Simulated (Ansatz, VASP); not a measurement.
## Cr: VASP beside Ansatz

```
CELL_PARAMETERS angstrom
-1.38487 1.38487 1.38487
1.38487 -1.38487 1.38487
1.38487 1.38487 -1.38487
ATOMIC_POSITIONS crystal
Cr 0.00000 0.00000 0.00000
```

Alike in both runs: task single point; functional LDA; k mesh 22 × 22 × 22; occupations gaussian, width 0.05 eV; no spin polarisation.

|  | VASP | Ansatz |
| --- | --- | --- |
| version | VASP 6.6.1 | Ansatz 0.2.0 |
| potentials or method | VASP PAW LDA potentials, release 64 (Cr_pv) | scalar-relativistic, plane waves, PAW |
| plane-wave cutoff (eV) | 520 | 420 |
| valence electrons in the cell | 12 | 14 |

|  | VASP | Ansatz | Ansatz less VASP |
| --- | --- | --- | --- |
| gap on the k mesh at the Fermi level (eV) | none | none | - |
| pressure (GPa) | 6.5 | 6.4 | -0.16 |

A gap of «none» marks a metal or a gap that the smearing closes. The two sets of potentials don't hold the same shells in valence.

Caveats: the run has no spin polarisation, though such a crystal can be magnetic. Spin polarisation is off, so any magnetic state and its effect on volume and gap are missing.
